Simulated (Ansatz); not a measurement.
The system is Cs.

```
Cs
1.0
     3.01901   -4.33813    0.00000
     3.01901    4.33813    0.00000
    -2.57494    0.00000    4.41389
Cs
1
Direct
  0.00000 0.00000 0.50000
```

This isn't the form of Cs at room conditions, which is bcc.

| Property | Result |
| --- | --- |
| Program | Ansatz 0.2.0 |
| Task | single point |
| Functional | PBE |
| Potentials or basis | all-electron LAPW, scalar-relativistic |
| Cutoff | 50 eV (chosen from the basis error) |
| Basis error allowed | 0.001 eV/atom |
| k mesh | 6 × 6 × 6 |
| Occupations | fermi-dirac, width 0.05 eV |
| Spin | no spin polarisation |

On this cell: pressure 0.0 GPa; band gap on the k mesh none (metal or under the smearing width).

The same run follows on a disturbed copy (cell strained at random at fixed volume):

```
Cs
1.0
     2.98138   -4.27939    0.11490
     3.00901    4.29861   -0.01089
    -2.47859   -0.07219    4.45791
Cs
1
Direct
  0.00954 0.00592 0.50813
```

Task: What does the disturbed cell give?

Result: The energy (extrapolated to zero smearing) moves by +1.5 meV/atom; pressure 0.0 GPa; band gap on the k mesh none (metal or under the smearing width).

Stress tensor (GPa, compression positive):
```
 0.06  0.00 -0.09
 0.00  0.07  0.01
-0.09  0.01  0.01
```
